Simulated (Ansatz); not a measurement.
BP in the zincblende structure, relaxed with r2SCAN in Ansatz. The symmetry is F-43m (No. 216, cubic); a = 4.537 Å in the conventional setting, 11.67 Å³ an atom. B is surrounded by 4 P at 1.96 Å; P is surrounded by 4 B at 1.96 Å.

The axes x, y and z are those of this cell:
```xyz
2
Lattice="0.0000 2.2683 2.2683 2.2683 0.0000 2.2683 2.2683 2.2683 0.0000" Properties=species:S:1:pos:R:3 pbc="T T T"
B     0.0000    0.0000    0.0000
P     1.1342    1.1342    1.1342
```

Unstrained: With PBE the valence top lies at Γ and the conduction bottom at Γ–X (0.83 of the way from Γ), 1.238 eV higher; the smallest vertical gap, at Γ, is 3.405 eV. r2SCAN gives an indirect gap of 1.410 eV, from Γ to Γ–X (0.83 of the way from Γ); the least direct gap is 3.602 eV at Γ. With HSE06 the valence top lies at Γ and the conduction bottom at Γ–X (0.83 of the way from Γ), 1.964 eV higher; the smallest vertical gap, at Γ, is 4.344 eV. Meshes: PBE 10×10×10, r2SCAN 10×10×10, HSE06 6×6×6. Strains are changes of length per length, and xy shears are angles. After each strain the atoms were relaxed again with r2SCAN within the symmetry that the strain leaves, so tilts or polar shifts that break it weren't tested; points keep the names that they have in the unstrained zone. Spin-unpolarised throughout; all numbers are computed.

Question: One strain changed the r2SCAN stress by xx -7.18, yy -7.18, zz -7.18, xy -5.75, xz -5.75, yz -5.75 GPa (compression positive) and the gap by -0.117 eV (PBE), -0.124 eV (r2SCAN), -0.120 eV (HSE06). Which kind of strain was it, and roughly how large?

Answer: Uniaxial +5.0 % along [111], other directions held. The pattern of the stress gives the kind; the size needs the stiffness, so it is an estimate.

Question: For epitaxial +5.0 % in the plane normal to [111], how far does the free direction move, and what happens to the gap?

Answer: The normal strain at zero normal stress is -0.78 %, 0.16 of the in-plane strain with the sign turned. PBE: the gap goes from 1.238 to 1.082 eV (-0.156 eV); the edges go from Γ → Γ–X (0.83) to Γ → Γ–X (0.90); with r2SCAN the top three valence levels at Γ, degenerate before, become 1+2 from the top over 254 meV. r2SCAN: the gap goes from 1.410 to 1.241 eV (-0.169 eV); the edges go from Γ → Γ–X (0.83) to Γ → Γ–X (0.90). HSE06: the gap goes from 1.964 to 1.807 eV (-0.157 eV); the edges go from Γ → Γ–X (0.83) to Γ → Γ–X (0.90).

Question: Estimate what isotropic -1.0 % on every length does to the gap.

Answer: PBE: the gap goes from 1.238 to 1.194 eV (-0.044 eV). r2SCAN: the gap goes from 1.410 to 1.367 eV (-0.043 eV). HSE06: the gap goes from 1.964 to 1.921 eV (-0.043 eV). The r2SCAN energy rises by 5.7 meV an atom.

Question: Apply xy shear, engineering strain (angle) -2.0 %. How far does the gap move, against the unstrained cell?

Answer: PBE: the gap goes from 1.238 to 1.114 eV (-0.124 eV); the edges go from Γ → Γ–X (0.83) to Γ → Γ–X (0.85); with r2SCAN the top three valence levels at Γ, degenerate before, become 1+1+1 from the top over 168 meV. r2SCAN: the gap goes from 1.410 to 1.281 eV (-0.129 eV); the edges go from Γ → Γ–X (0.83) to Γ → Γ–X (0.85). HSE06: the gap goes from 1.964 to 1.837 eV (-0.127 eV); the edges go from Γ → Γ–X (0.83) to Γ → Γ–X (0.85). The r2SCAN energy rises by 2.9 meV an atom.

Question: One strain changed the r2SCAN stress by xx +1.63, yy +1.63, zz +7.39 GPa (compression positive) and the gap by -0.333 eV (PBE), -0.349 eV (r2SCAN), -0.347 eV (HSE06). Which kind of strain was it, and roughly how large?

Answer: Uniaxial -2.0 % along z, other directions held. The pattern of the stress gives the kind; the size needs the stiffness, so it is an estimate.

Where an edge lies off the special points, it is a point of the mesh or the k point where a search put PBE's edge or least direct gap, reused for the other functionals, whose own edges may lie a little apart.

The meshes of the hybrids are coarse, so their gaps aren't converged to the digits shown.

The splittings at Γ are without spin-orbit coupling, which regroups them where it is of like size or larger.
